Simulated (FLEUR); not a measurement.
The system is Pb.

```
Pb
1.0
     0.00000    2.47502    2.47502
     2.47502    0.00000    2.47502
     2.47502    2.47502    0.00000
Pb
1
Direct
  0.00000 0.00000 0.00000
```

```yaml
Program: FLEUR MaX-R8.1 (later development tree)
Task: single point
Functional: PBE
Potentials_or_basis: all-electron
Basis: FLAPW
Kmax: 4.1 1/bohr
k_mesh: 9 × 9 × 9
Occupations: fermi-dirac, width 0.05 eV
Spin: no spin polarisation
Gmax: 12.7 1/bohr
Muffin-tin_radii: Pb 2.66 bohr
lmax: Pb 11
Local_orbitals_a_species: Pb 5
Max_iterations: 60
Mixing_factor: 0.05
Mixer: Anderson
Mixer_history: 15
Density_convergence: 1e-05 me/bohr^3
```

On this cell: band gap on the k mesh none (metal or under the smearing width).

The same run follows on a disturbed copy (cell strained at random at fixed volume):

```xyz
1
Lattice="-0.0070 2.4697 2.4484 2.4476 -0.0270 2.4684 2.4538 2.4959 -0.0332" Properties=species:S:1:pos:R:3 pbc="T T T"
Pb    0.0581    0.0106   -0.0133
```

Problem. What does the disturbed cell give?

Solution. The energy (extrapolated to zero smearing) moves by +2.0 meV/atom; band gap on the k mesh none (metal or under the smearing width).
